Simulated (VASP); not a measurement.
Wanted: the native input for a VASP 6.6.1 run.

```yaml
Task: single point
Functional: PBE
Potentials_or_basis: VASP PAW PBE potentials, release 64 (In_d, P)
Cutoff: 520 eV
k_mesh: 16 × 16 × 16
Occupations: gaussian, width 0.15 eV
Spin: no spin polarisation
Dipole_correction: no
Further_INCAR_settings: ALGO = Fast; EDIFF = 1e-07; NBANDS = 16
```

The structure of InP lies in POSCAR:

```
InP
1.0
    0.0000000000      2.9354645283      2.7006273660
    2.9354645283      0.0000000000      2.7006273660
    2.9354645283      2.9354645283      0.0000000000
In P
1 1
Direct
    0.0000000000      0.0000000000      0.0000000000
    0.5000000000      0.5000000000      0.5000000000
```

Measurements of this composition are mostly on another form, of space group No. 216.

One way to write it, as run:

INCAR

```
ALGO = Fast
EDIFF = 1E-7
ENCUT = 520
GGA = PE
ISIF = 2
ISMEAR = 0
LASPH = T
LCHARG = F
LREAL = F
LWAVE = F
NBANDS = 16
NELM = 100
PREC = Accurate
SIGMA = 0.15
```

KPOINTS

```
k-points
0
Gamma
  16 16 16
```

Potentials or basis: VASP PAW PBE potentials, release 64 (In_d, P).

Run with:

```sh
$ cat potpaw_PBE.64/In_d/POTCAR potpaw_PBE.64/P/POTCAR > POTCAR
$ mpirun -np 1 vasp_std > vasp.out
```

Results of the run:

```yaml
Pressure: -4.5 GPa
Band_gap_on_the_k_mesh: none (metal or under the smearing width)
```

Run time: 3.6 min on 1 thread of Intel(R) Xeon(R) Platinum 8375C CPU @ 2.90GHz (Ice Lake), with other jobs on the host, peak memory 0.37 GiB.
